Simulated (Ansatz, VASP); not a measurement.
# One calculation of HfB2, two programs

The input INCAR:

```
ALGO = Normal
EDIFF = 1E-6
EDIFFG = -0.01
ENCUT = 600
GGA = PS
IBRION = 2
ISIF = 4
ISMEAR = 0
LASPH = True
LCHARG = False
LREAL = False
LWAVE = False
NELM = 60
NSW = 60
PREC = Accurate
SIGMA = 0.05
```

Contents of KPOINTS:

```
k-points
0
Gamma
  12 12 10
```

The input POSCAR:

```
HfB2
1.0
    3.1065586100      0.0000000000      0.0000000000
   -1.5532793050      2.6903586747      0.0000000000
    0.0000000000      0.0000000000      3.4235590786
Hf B
1 2
Direct
    0.0000000000      0.0000000000      0.0000000000
    0.3333333333      0.6666666667      0.5000000000
    0.6666666667      0.3333333333      0.5000000000
```

Input for Ansatz:

```yaml
crystal:
  lattice:
    - [3.10655861, 0.0, 0.0]
    - [-1.553279305, 2.6903586747, 0.0]
    - [0.0, 0.0, 3.4235590786]
  atoms:
    - { symbol: Hf, position: [0.0, 0.0, 0.0] }
    - { symbol: B, position: [0.3333333333, 0.6666666667, 0.5] }
    - { symbol: B, position: [0.6666666667, 0.3333333333, 0.5] }
basis:
  ecutwfc: 420
  ecutrho_ratio: 4
kpoints:
  mp_grid: { grid: [12, 12, 10] }
hamiltonian:
  xc: pbesol
scf:
  occupations: { method: gaussian, width: 0.05 }
output:
  forces: true
  stress: true
  eigenvalues: true
relax:
  f_tol: 0.01
  max_steps: 40
  cell: { stress_tol: 0.1, fix: [volume] }
```

Alike in both runs: task relaxation of shape and atoms at fixed volume; functional PBEsol; k mesh 12 × 12 × 10; occupations gaussian, width 0.05 eV; no spin polarisation.

|  | VASP | Ansatz |
| --- | --- | --- |
| version | VASP 6.6.1 | Ansatz 0.2.0 |
| potentials or method | VASP PAW PBE potentials, release 64 (Hf_pv, B) | scalar-relativistic, plane waves, PAW |
| plane-wave cutoff (eV) | 600 | 420 |
| valence electrons in the cell | 16 | 32 |

|  | VASP | Ansatz | Ansatz less VASP |
| --- | --- | --- | --- |
| relaxed volume (Å³/atom) | 9.54 | 9.54 | 0.000 |
| relaxed cell length with the largest relative difference (Å) | 3.424 | 3.420 | -0.0033 |

The two sets of potentials don't hold the same shells in valence.

Caveats: the relaxation stopped at its first step, so nothing moved; the PAW data sets were made with another functional, which shifts forces and pressure a little (VASP). The runs have no spin-orbit coupling, so splittings on Hf are missing.
